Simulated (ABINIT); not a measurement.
A run of ABINIT 10.8.3 (patched build) is set up as follows.

File run.abi:

```
# Datasets: ground state, then fixed potential
ndtset 2

# Pseudopotentials
pp_dirpath "./"
pseudos "Pb.GGA_PBE-JTH.xml"

# Structure
acell 3.48 3.48 5.59 Angstrom
rprim
     1.0000000000     0.0000000000     0.0000000000
    -0.5000000000     0.8660254038     0.0000000000
     0.0000000000     0.0000000000     1.0000000000
ntypat 1
znucl 82
natom 2
typat 1 1
xcart
     3.2881234572     1.8983989628     7.9226767775
    -0.0000000003     3.7967979261     2.6408922592

# Plane-wave basis
ecut 598.650497 eV
pawecutdg 44.0
pawxcdev 0

# Exchange and correlation
ixc -116133

# Bands and occupations
occopt 3
tsmear 0.05 eV

# Spin
nspinor 2
nspden 1
pawspnorb 1

# SCF cycle
nstep 100

# Output
iomode 3
prtwf 0
prteig 0
prtebands 0
enunit 1
prtden1 1
prtvha1 1
prtvclmb1 1
prtpot1 1

# Dataset 1
kptopt1 4
ngkpt1 9 9 5
nshiftk1 1
shiftk1 0.0 0.0 0.0
nband1 36
tolvrs1 1.0e-9

# Dataset 2: bands along G-M-K-G-A-L-H-A
iscf2 -2
getden2 1
nband2 48
nbdbuf2 8
tolwfr2 1.0e-11
kptopt2 -7
ndivsm2 8
prteig2 1
prtvol2 -3
kptbounds2
     0.0000000000     0.0000000000     0.0000000000
     0.5000000000     0.0000000000     0.0000000000
     0.3333333333     0.3333333333     0.0000000000
     0.0000000000     0.0000000000     0.0000000000
     0.0000000000     0.0000000000     0.5000000000
     0.5000000000     0.0000000000     0.5000000000
     0.3333333333     0.3333333333     0.5000000000
     0.0000000000     0.0000000000     0.5000000000
```

Potentials or basis: JTH PAW PBE v2.0.

Command:

```console
$ abinit run.abi > log 2>&1
```

**Question.** Estimate the band gap on the k mesh.

**Answer.** None (metal or under the smearing width).

**Question.** Estimate the pressure.

**Answer.** 1.5 GPa.

Stress tensor (GPa, compression positive):
```
0.99 0.00 0.00
0.00 0.99 0.00
0.00 0.00 2.64
```

Caveat: the PAW data sets were made with another functional, which shifts forces and pressure a little.
